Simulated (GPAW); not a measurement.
Input of a GPAW 26.7.0 run:

The input run.py:

```python
from ase.dft.bandgap import bandgap
from ase.io import read, write
from ase.units import GPa
from gpaw import GPAW, PW

atoms = read('TePb.xyz')

calc = GPAW(mode=PW(600),
            xc='PBE',
            kpts={'size': (7, 7, 7), 'gamma': True},
            occupations={'name': 'methfessel-paxton', 'order': 0, 'width': 0.014},
            nbands=19,
            convergence={'density': 1e-05, 'energy': 1e-05},
            maxiter=150,
            txt='gpaw.txt')
atoms.calc = calc
energy = atoms.get_potential_energy()
forces = atoms.get_forces()
stress = atoms.get_stress()
calc.write('gs.gpw')
write('result.traj', atoms)
print(f'Energy: {energy:.6f} eV')
print('Forces (eV/A):')
print(forces.round(4))
print('Stress (GPa):', (stress / GPa).round(3))
print('Fermi level:', round(calc.get_fermi_level(), 4), 'eV')
print(f'Gap: {bandgap(calc)[0]:.4f} eV, direct: {bandgap(calc, direct=True)[0]:.4f} eV')
```

The input TePb.xyz:

```xyz
2
Lattice="4.0022870000 0.0000000000 0.0000000000 0.0000000000 4.0022870000 0.0000000000 0.0000000000 0.0000000000 4.0022870000" Properties=species:S:1:pos:R:3 pbc="T T T"
Pb     0.0000000000      0.0000000000      0.0000000000
Te     2.0011435000      2.0011435000      2.0011435000
```

Potentials or basis: GPAW PAW data sets (gpaw-data 1.2.1), pw.

Launch:

```console
$ OMP_NUM_THREADS=1 python run.py
```

Question: Predict the band gap on the k mesh.

Answer: None (metal or under the smearing width).

Question: Estimate the pressure.

Answer: -0.2 GPa.

The run has no spin-orbit coupling, so splittings on Pb, Te are missing.
